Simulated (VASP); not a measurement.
**Pt: relaxation of cell and atoms with PBE**

The system is Pt.

```xyz
1
Lattice="0.0000 1.9838 1.9838 1.9838 0.0000 1.9838 1.9838 1.9838 0.0000" Properties=species:S:1:pos:R:3 pbc="T T T"
Pt    0.0000    0.0000    0.0000
```

```json
{
  "Program": "VASP 6.6.1",
  "Task": "relaxation of cell and atoms",
  "Functional": "PBE",
  "Potentials or basis": "VASP PAW PBE potentials, release 64 (Pt)",
  "Cutoff": "520 eV",
  "k mesh": "18 × 18 × 18",
  "Occupations": "gaussian, width 0.1 eV",
  "Spin": "collinear spin, ferromagnetic start",
  "Starting moments": "[1] μB",
  "Further INCAR settings": "ALGO = Fast; EDIFF = 1e-07; IBRION = 2; EDIFFG = -0.002; NSW = 80; ISIF = 3"
}
```

The pressure after relaxing is 0.0 GPa, the band gap on the k mesh is none (metal or under the smearing width) and the net moment is 0.00 μB per cell. The valence electrons inside the program's atomic spheres are Pt 9.21.

Final structure:
```xyz
1
Lattice="0.0000 1.9838 1.9838 1.9838 0.0000 1.9838 1.9838 1.9838 0.0000" Properties=species:S:1:pos:R:3 pbc="T T T"
Pt    0.0000    0.0000    0.0000
```

Levels at points of the mesh, in eV from the Fermi level:
Spin up:
```csv
k point,band 2,band 3,band 4,band 5,band 6,band 7,band 8,band 9
"(0.00, 0.00, 0.00)",-3.58,-3.58,-3.58,-1.55,-1.55,14.73,19.50,19.50
"(0.50, 0.00, 0.00)",-3.64,-3.64,-0.33,0.03,0.03,5.58,14.29,18.74
"(0.50, 0.50, 0.00)",-6.27,-0.01,0.45,0.45,1.85,8.51,11.28,11.28
```
Spin down:
```tsv
k point	band 2	band 3	band 4	band 5	band 6	band 7	band 8	band 9
(0.00, 0.00, 0.00)	-3.58	-3.58	-3.58	-1.55	-1.55	14.73	19.50	19.50
(0.50, 0.00, 0.00)	-3.64	-3.64	-0.33	0.03	0.03	5.58	14.29	18.74
(0.50, 0.50, 0.00)	-6.26	0.00	0.46	0.46	1.85	8.51	11.28	11.28
```

Wall time 80 s on 1 thread of Intel(R) Xeon(R) Platinum 8375C CPU @ 2.90GHz (Ice Lake), with other jobs on the host, peak memory 0.19 GiB.

Caveat: the relaxation stopped at its first step, so nothing moved. The run has no spin-orbit coupling, so splittings on Pt are missing.
